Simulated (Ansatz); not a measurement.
# MnO (R-3m): equation of state

One table from this session's results is given with a row withheld; the runs are named, their logs left out.

Method: DFT PBE, scalar-relativistic, plane waves, PAW, in Ansatz 0.2.0.

### The starting structure

It takes space group R-3m (No. 166, trigonal). The conventional cell has a = 3.182 Å, b = 3.182 Å, c = 7.450 Å, α = 90.00°, β = 90.00°, γ = 120.00°. Mn (site symmetry -3m) is surrounded by 6 O at 2.22 Å. Around O (site symmetry -3m) lie 6 Mn at 2.22 Å.

Structure file:

```
Mn O
1.0
     0.00000    2.24982    2.24982
     2.24982    0.00000    2.24982
     4.36748    2.11766   -2.11766
Mn O
2 2
Direct
  0.00000 0.00000 0.00000
  0.50000 0.00000 0.50000
  0.75000 0.50000 0.25000
  0.25000 0.50000 0.75000
```

An earlier run at PBE left this cell at 10.886 Å³/atom and -0.01 GPa (14×14×14 mesh). The large moments point both ways and cancel.

Volume factors to run: 0.980, 1.020, 0.960, 1.040.

Set-up of the first run:

Contents of input.yaml:

```yaml
crystal:
  lattice:
    - [0.0, 2.2347190956, 2.2347190956]
    - [2.2347190956, 0.0, 2.2347190956]
    - [4.3381686694, 2.1034495737, -2.1034495737]
  atoms:
    - { symbol: Mn, position: [0.0, 0.0, 0.0], spin: 4.45 }
    - { symbol: O, position: [0.7500000041, 0.4999999918, 0.2500000123] }
    - { symbol: Mn, position: [0.5, 0.0, 0.5], spin: -4.45 }
    - { symbol: O, position: [1.2499999959, 0.5000000082, 0.7499999877] }
basis:
  ecutwfc: 420
  ecutrho_ratio: 4
kpoints:
  mp_grid: { grid: [14, 14, 14] }
hamiltonian:
  xc: pbe
scf:
  occupations: { method: gaussian, width: 0.05 }
output:
  forces: true
  stress: true
  eigenvalues: true
  populations: true
magnetization:
  spin_polarized: true
relax:
  f_tol: 0.01
  max_steps: 40
  cell: { stress_tol: 0.1, fix: [volume] }
```

The run is started by

```
$ ansatz run input.yaml --threads 2 --pin off --max-ram 5120MiB --backend cpu --events-out ev --progress --plain --runs-dir out
```

Steps of the session up to this table: At 0.980 of the relaxed volume; Volume × 1.020; At 0.960 of the relaxed volume; Scaling the volume by 1.040.

One table of the session follows, with a row left open; its other results are not shown here.

It belongs to the step «The fit». 

```
volume (Å³/atom)  energy (meV/atom)  pressure (GPa)  gap (eV)  moment of atom 1 (μB)
          10.451               8.35            6.41      0.96                   3.99
          10.668                  ?               ?         ?                      ?
          10.886               0.00           -0.01      0.85                   4.04
          11.104               1.95           -2.80      0.80                   4.07
          11.322               7.48           -5.29      0.75                   4.09
```

**Question.** Estimate the row for volume (Å³/atom) = 10.668.

Worked estimate for «energy (meV/atom)». A straight line through the neighbours (10.451, 8.35) and (10.886, 0.00) gives 8.35 + (0.00 − 8.35) × (10.668 − 10.451) / (10.886 − 10.451) = 4.18; a parabola fitted to 3 rows on both sides gives 2.15.

As computed: energy (meV/atom): 2.00; pressure (GPa): 3.03; gap (eV): 0.91; moment of atom 1 (μB): 4.02. In «energy (meV/atom)» the line misses by +2.18 and the parabola by +0.15.

To keep in mind: Warnings in the runs' records: anti translation declined, stability check not made.
